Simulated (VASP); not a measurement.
**ZnO (zincite): input slips in a phonon run and what they do**

Some phonon runs on ZnO (zincite) get a fault in the input on purpose. Which of them show, and how? The starting structure is a measured crystal structure from the Crystallography Open Database.

Program: VASP 6.6.1. Level of theory: Kohn-Sham DFT with plane waves and PAW; LDA. Results are calculated unless marked as measured.

**1. The starting structure**

Symmetry: P6_3mc, No. 186, hexagonal system. The conventional cell has a = 3.249 Å, b = 3.249 Å, c = 5.206 Å, α = 90.00°, β = 90.00°, γ = 120.00°. Zn has 4 O at 1.97 to 1.98 Å nearest. O has 4 Zn at 1.97 to 1.98 Å nearest. Farther neighbours and most contacts between anions are not listed.

Coordinates:

```
Zn O
1.0
     3.24931    0.00000    0.00000
    -1.62465    2.81398    0.00000
     0.00000    0.00000    5.20571
Zn O
2 2
Direct
  0.66667 0.33333 0.00000
  0.33333 0.66667 0.50000
  0.33333 0.66667 0.87901
  0.66667 0.33333 0.37901
```

**2. Reference modes**

The cell comes from a relaxation at this level, not shown (45.69 Å³).

Contents of INCAR:

```
SYSTEM = ZnO
PREC = Accurate
ENCUT = 520
EDIFF = 1E-08
NELM = 100
ISMEAR = 0
SIGMA = 0.03
LREAL = .FALSE.
ALGO = Normal
GGA = CA
NBANDS = 24
LORBIT = 11
LWAVE = .FALSE.
LCHARG = .FALSE.
KPAR = 8
IBRION = 8
LEPSILON = .TRUE.
LPEAD = .TRUE.
ISIF = 2
```

Contents of POSCAR:

```
ZnO
1.0
    3.1956798486      0.0000000000      0.0000000000
   -1.5978399243      2.7675399312      0.0000000000
    0.0000000000      0.0000000000      5.1657050116
Zn O
2 2
Direct
    0.6666666667      0.3333333333      0.0002688976
    0.3333333333      0.6666666667      0.5002688976
    0.3333333333      0.6666666667      0.8787411024
    0.6666666667      0.3333333333      0.3787411024
```

Contents of KPOINTS:

```
Automatic mesh
0
Gamma
12 12 6
0 0 0
```

PAW data sets: Zn and O (LDA family, release 64).

Command:

```console
$ mpirun -np 8 vasp_std
```

What it wrote:

```text
[banner, memory and clock lines left out]
running    8 mpi-ranks, on    1 nodes
 distrk:  each k-point on    1 cores,    8 groups
 distr:  one band on    1 cores,    1 groups

 POSCAR found type information on POSCAR ZnO
 POSCAR found :  2 types and       4 ions
|                                                                             |
|           W    W    AA    RRRRR   N    N  II  N    N   GGGG   !!!           |
|           W    W   A  A   R    R  NN   N  II  NN   N  G    G  !!!           |
|           W    W  A    A  R    R  N N  N  II  N N  N  G       !!!           |
|           W WW W  AAAAAA  RRRRR   N  N N  II  N  N N  G  GGG   !            |
|           WW  WW  A    A  R   R   N   NN  II  N   NN  G    G                |
|           W    W  A    A  R    R  N    N  II  N    N   GGGG   !!!           |
|                                                                             |
|     For optimal performance we recommend to set                             |
|       NCORE = 2 up to number-of-cores-per-socket                            |
|     NCORE specifies how many cores store one orbital (NPAR=cpu/NCORE).      |
|     This setting can greatly improve the performance of VASP for DFT.       |
|     The default, NCORE=1 might be grossly inefficient on modern             |
|     multi-core architectures or massively parallel machines. Do your        |
|     Unfortunately you need to use the default for GW and RPA                |
|     calculations (for HF NCORE is supported but not extensively tested      |
|     yet).                                                                   |
|                                                                             |

 LDA part: xc-table for (Slater(with rela. corr.)+CA(PZ))
 , standard interpolation
 POSCAR, INCAR and KPOINTS ok, starting setup
 FFT: planning ... GRIDC
 FFT: planning ... GRID_SOFT
 FFT: planning ... GRID
 WAVECAR not read
 entering main loop
       N       E                     dE             d eps       ncg     rms          rms(c)
DAV:   1     0.273270527424E+03    0.27327E+03   -0.18734E+04  3752   0.222E+03
DAV:   2     0.183032512435E+01   -0.27144E+03   -0.25778E+03  3984   0.423E+02
DAV:   3    -0.238535148661E+02   -0.25684E+02   -0.25489E+02  4160   0.138E+02
DAV:   4    -0.242304781553E+02   -0.37696E+00   -0.37680E+00  4216   0.175E+01
DAV:   5    -0.242327266590E+02   -0.22485E-02   -0.22485E-02  4184   0.130E+00    0.154E+01
DAV:   6    -0.210833078287E+02    0.31494E+01   -0.82794E+00  6272   0.658E+01    0.988E+00
DAV:   7    -0.212201449946E+02   -0.13684E+00   -0.25093E+00  3792   0.175E+01    0.576E+00
DAV:   8    -0.212095091601E+02    0.10636E-01   -0.65478E-01  4912   0.751E+00    0.168E+00
DAV:   9    -0.211564142191E+02    0.53095E-01   -0.12672E-01  5544   0.706E+00    0.335E-01
DAV:  10    -0.211587813757E+02   -0.23672E-02   -0.40698E-02  3688   0.145E+00    0.103E-01
DAV:  11    -0.211586864951E+02    0.94881E-04   -0.66434E-04  4336   0.234E-01    0.238E-02
DAV:  12    -0.211586889476E+02   -0.24526E-05   -0.46751E-05  4104   0.172E-01    0.901E-03
DAV:  13    -0.211586907997E+02   -0.18521E-05   -0.70959E-06  5704   0.773E-02    0.122E-02
DAV:  14    -0.211586886073E+02    0.21924E-05   -0.38801E-06  4856   0.197E-02    0.319E-03
DAV:  15    -0.211586885464E+02    0.60956E-07   -0.82975E-07  3888   0.732E-03    0.122E-03
DAV:  16    -0.211586885247E+02    0.21690E-07   -0.94980E-09  2864   0.128E-03    0.950E-04
DAV:  17    -0.211586885043E+02    0.20342E-07   -0.72161E-08  4904   0.269E-03    0.175E-04
DAV:  18    -0.211586884993E+02    0.50040E-08   -0.72815E-09  1936   0.973E-04
   1 F= -.21158688E+02 E0= -.21158688E+02  d E =-.113949E-14
 Linear response reoptimize wavefunctions to high precision
DAV:   1    -0.211586884985E+02    0.83310E-09   -0.10844E-09  1984   0.305E-04
DAV:   2    -0.211586884985E+02   -0.63665E-11   -0.96052E-11  1928   0.912E-05
 Linear response to external field (no local field effect), progress :
  Direction:   1
       N       E                     dE             d eps       ncg     rms          rms(c)
RMM:   1    -0.404134489241E+00   -0.40413E+00   -0.16072E+00  3764   0.484E+00
RMM:   2    -0.466274078168E+00   -0.62140E-01   -0.15245E-02  3791   0.120E+00
RMM:   3    -0.468106987556E+00   -0.18329E-02   -0.17550E-03  3838   0.199E-01
RMM:   4    -0.468125296590E+00   -0.18309E-04   -0.47656E-05  4073   0.323E-02
RMM:   5    -0.468126018291E+00   -0.72170E-06   -0.36085E-06  4100   0.568E-03
RMM:   6    -0.468126010840E+00    0.74502E-08   -0.26204E-07  3607   0.116E-03
RMM:   7    -0.468126009311E+00    0.15293E-08   -0.11865E-08  1153   0.254E-04
 change of polarisation eV/A/(eV/A) component  1 :     0.936    -0.297    -0.117
 dielectric tensor                  component  1 :     4.708    -1.175    -0.465
 Linear response to external field (no local field effect), progress :
  Direction:   2
       N       E                     dE             d eps       ncg     rms          rms(c)
RMM:   1    -0.502950466773E+00   -0.50295E+00   -0.20261E+00  3738   0.490E+00
RMM:   2    -0.580734130345E+00   -0.77784E-01   -0.17107E-02  3791   0.123E+00
RMM:   3    -0.582834255091E+00   -0.21001E-02   -0.19363E-03  3862   0.207E-01
RMM:   4    -0.582852346920E+00   -0.18092E-04   -0.53436E-05  4061   0.326E-02
[...]
Linear response progress:
  Degree of freedom:   1/  4
       N       E                     dE             d eps       ncg     rms          rms(c)
RMM:   1    -0.210802573145E+00   -0.21080E+00    0.30104E-02 37874   0.259E+00
RMM:   2    -0.209045134004E+00    0.17574E-02   -0.40289E-03 30937   0.618E-01    0.216E-01
RMM:   3    -0.208792175712E+00    0.25296E-03   -0.18759E-04 36484   0.993E-02    0.128E-01
RMM:   4    -0.208366296274E+00    0.42588E-03   -0.14742E-05 35230   0.352E-02    0.376E-03
RMM:   5    -0.208353834690E+00    0.12462E-04   -0.82040E-07 37906   0.645E-03    0.130E-03
RMM:   6    -0.208350981471E+00    0.28532E-05   -0.66099E-08 35109   0.184E-03    0.270E-04
RMM:   7    -0.208350642433E+00    0.33904E-06   -0.10023E-08 38150   0.414E-04    0.790E-05
RMM:   8    -0.208350157547E+00    0.48489E-06    0.42627E-08 36011   0.103E-04    0.187E-05
RMM:   9    -0.208350175546E+00   -0.17999E-07    0.23561E-08 38025   0.337E-05    0.620E-06
RMM:  10    -0.208350232337E+00   -0.56792E-07    0.20576E-08 35695   0.130E-05    0.149E-06
RMM:  11    -0.208350210121E+00    0.22216E-07    0.35141E-09 29737   0.873E-06    0.455E-07
RMM:  12    -0.208350184066E+00    0.26055E-07   -0.33887E-10 17902   0.748E-06    0.861E-08
 first order change of Fermi-energy   0.11996E-04
 force on displaced ion       1 direction 1 :  -8.498   0.000   0.000
 Born effective charge ion    1 direction 1 :   2.074  -0.000  -0.000
 Linear response progress:
  Degree of freedom:   2/  4
       N       E                     dE             d eps       ncg     rms          rms(c)
RMM:   1    -0.222187044380E+00   -0.22219E+00    0.31595E-02  8699   0.265E+00
RMM:   2    -0.218283949860E+00    0.39031E-02   -0.39769E-03  7039   0.681E-01    0.210E-01
RMM:   3    -0.217919429874E+00    0.36452E-03   -0.33773E-04  7969   0.131E-01    0.127E-01
RMM:   4    -0.217446145484E+00    0.47328E-03   -0.26825E-04  8225   0.917E-02    0.329E-02
RMM:   5    -0.217338886820E+00    0.10726E-03    0.44785E-05  7572   0.237E-02    0.548E-03
RMM:   6    -0.217352318622E+00   -0.13432E-04   -0.24089E-05  8735   0.707E-03    0.261E-03
RMM:   7    -0.217353393476E+00   -0.10749E-05    0.82798E-06  7786   0.332E-03    0.762E-04
RMM:   8    -0.217354875221E+00   -0.14817E-05   -0.12862E-06  8653   0.103E-03    0.212E-04
RMM:   9    -0.217354895757E+00   -0.20536E-07   -0.19087E-07  8500   0.305E-04    0.606E-05
RMM:  10    -0.217354982671E+00   -0.86915E-07   -0.10166E-07  8048   0.107E-04    0.158E-05
RMM:  11    -0.217354866463E+00    0.11621E-06   -0.68226E-08  8756   0.427E-05    0.338E-06
RMM:  12    -0.217354925220E+00   -0.58756E-07   -0.50561E-08  8235   0.132E-05    0.120E-06
RMM:  13    -0.217354969335E+00   -0.44116E-07    0.68544E-09  6733   0.861E-06    0.315E-07
RMM:  14    -0.217354912320E+00    0.57015E-07    0.11327E-09  4038   0.722E-06    0.157E-07
RMM:  15    -0.217354937272E+00   -0.24952E-07   -0.32756E-10  3774   0.721E-06    0.403E-08
 first order change of Fermi-energy   0.28495E+00
 force on displaced ion       1 direction 3 :   0.000  -0.000 -12.444
 Born effective charge ion    1 direction 3 :   0.000   0.000   2.130
 Linear response progress:
  Degree of freedom:   3/  4
       N       E                     dE             d eps       ncg     rms          rms(c)
RMM:   1    -0.359083434543E+00   -0.35908E+00    0.56506E-01 46426   0.422E+00
RMM:   2    -0.350489348323E+00    0.85941E-02   -0.10678E-02 29898   0.109E+00    0.234E-01
RMM:   3    -0.351665073166E+00   -0.11757E-02   -0.99501E-04 34900   0.240E-01    0.130E-01
RMM:   4    -0.352977099205E+00   -0.13120E-02   -0.30197E-04 30596   0.111E-01    0.172E-02
RMM:   5    -0.352984305754E+00   -0.72065E-05   -0.13284E-05 36937   0.267E-02    0.371E-03
RMM:   6    -0.352899045949E+00    0.85260E-04   -0.87269E-07 30862   0.691E-03    0.980E-04
RMM:   7    -0.352898347049E+00    0.69890E-06   -0.15179E-07 37380   0.190E-03    0.354E-04
RMM:   8    -0.352896386846E+00    0.19602E-05    0.60693E-10 37136   0.381E-04    0.684E-05
RMM:   9    -0.352895391289E+00    0.99556E-06   -0.71956E-09 33167   0.101E-04    0.205E-05
RMM:  10    -0.352895726821E+00   -0.33553E-06    0.12281E-09 33128   0.556E-05    0.483E-06
RMM:  11    -0.352895806482E+00   -0.79660E-07   -0.33027E-09 37280   0.242E-05    0.294E-06
RMM:  12    -0.352895741719E+00    0.64763E-07   -0.10047E-08 33133   0.141E-05    0.680E-07
RMM:  13    -0.352895744630E+00   -0.29113E-08   -0.68529E-09 18220   0.110E-05    0.196E-07
 first order change of Fermi-energy   0.77435E-05
 force on displaced ion       3 direction 1 :  -9.073  -0.000   0.000
 Born effective charge ion    3 direction 1 :  -2.075   0.000   0.000
 Linear response progress:
  Degree of freedom:   4/  4
       N       E                     dE             d eps       ncg     rms          rms(c)
RMM:   1    -0.378680479131E+00   -0.37868E+00    0.56766E-01 10574   0.416E+00
RMM:   2    -0.369132152401E+00    0.95483E-02   -0.10721E-02  6739   0.111E+00    0.330E-01
RMM:   3    -0.370127808269E+00   -0.99566E-03   -0.14168E-03  7266   0.275E-01    0.167E-01
RMM:   4    -0.371204043724E+00   -0.10762E-02   -0.42141E-04  7004   0.131E-01    0.392E-02
RMM:   5    -0.371329594052E+00   -0.12555E-03   -0.26394E-05  8276   0.316E-02    0.105E-02
RMM:   6    -0.371212865507E+00    0.11673E-03   -0.69152E-06  7367   0.171E-02    0.221E-03
RMM:   7    -0.371229464100E+00   -0.16599E-04   -0.19089E-06  7816   0.471E-03    0.692E-04
RMM:   8    -0.371234457475E+00   -0.49934E-05   -0.26316E-07  7653   0.165E-03    0.427E-04
RMM:   9    -0.371228910053E+00    0.55474E-05    0.66004E-08  7211   0.545E-04    0.559E-05
RMM:  10    -0.371228550292E+00    0.35976E-06   -0.15007E-08  8444   0.150E-04    0.301E-05
RMM:  11    -0.371228847970E+00   -0.29768E-06    0.12327E-09  7319   0.587E-05    0.788E-06
RMM:  12    -0.371228826018E+00    0.21951E-07   -0.42696E-09  7985   0.264E-05    0.382E-06
RMM:  13    -0.371228882058E+00   -0.56039E-07   -0.73941E-10  7791   0.175E-05    0.206E-06
RMM:  14    -0.371228902191E+00   -0.20134E-07    0.55257E-11  7669   0.138E-05    0.918E-07
RMM:  15    -0.371228890593E+00    0.11599E-07   -0.29000E-10  4776   0.115E-05    0.211E-07
RMM:  16    -0.371228848329E+00    0.42264E-07   -0.76926E-10  4404   0.114E-05    0.782E-08
 first order change of Fermi-energy  -0.28511E+00
 force on displaced ion       3 direction 3 :  -0.000  -0.000 -12.614
 Born effective charge ion    3 direction 3 :   0.000   0.000  -2.129
 Born effective charges drift removed
 Linear response finished
```

It took 3.9 min on 8 MPI ranks of AMD EPYC 9R14 (Zen 4), shared host; peak memory 8.8 GiB; 29 min of CPU time.

The logs omit lines about the potential files and the build; timing stands in the text.

(Part 1 of 3 ends here.)

[Lines on the potential files, build, host, timing and source positions are cut from VASP's logs without a mark.]

[Logs are printed without paths, hosts, clocks, repeated set-up lines and the standing remarks that a program may print on its own settings, such as how far it seeks lower states.]

[Hosts, paths, dates, database ids (printed as entryN), source tags and the programs' standing remarks are cut or masked in the printed files.]
